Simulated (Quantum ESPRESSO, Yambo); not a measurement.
Planning a run of Yambo 5.3.0 on ZnSe (Stilleite). The input:

```
optics
chi
dipoles
Chimod= "HARTREE"
% QpntsRXd
 1 | 1 |
%
% BndsRnXd
 1 | 60 |
%
NGsBlkXd= 6 Ry
% EnRngeXd
 0 | 30 | eV
%
% DmRngeXd
 0.2 | 0.2 | eV
%
ETStpsXd= 301
% LongDrXd
 1 | 0 | 0 |
%
```

```sh
OMP_NUM_THREADS=1 mpirun -n 4 yambo -F optics7.in -J optics7 -C optics7 > optics7.log
```

The stored states that it reads are on a 6×6×6 mesh. It takes space group F-43m (No. 216, cubic). Conventional cell: a = 5.668 Å, b = 5.668 Å, c = 5.668 Å, α = 90.00°, β = 90.00°, γ = 90.00°. Zn has 4 Se at 2.45 Å nearest. Nearest to Se lie 4 Zn at 2.45 Å. Farther neighbours and most contacts between anions are not listed.

Estimate wall time and host memory on 4 MPI ranks of Arm Neoverse V1, shared host.

It took 20 s; on shared hardware allow 9.9 s to 40 s. Peak host memory was 1.6 GiB.

[Paths, hosts, dates, memory and timing lines, banners, echoed tables and standing remarks are left out of the program output.]

[Logs are printed without paths, hosts, clocks, repeated set-up lines and the standing remarks that a program may print on its own settings, such as how far it seeks lower states.]

[Runs of the session that timed out or met a known fault of the program may be left out.]

[Hosts, paths, dates, database ids (printed as entryN), source tags and the programs' standing remarks are cut or masked in the printed files.]
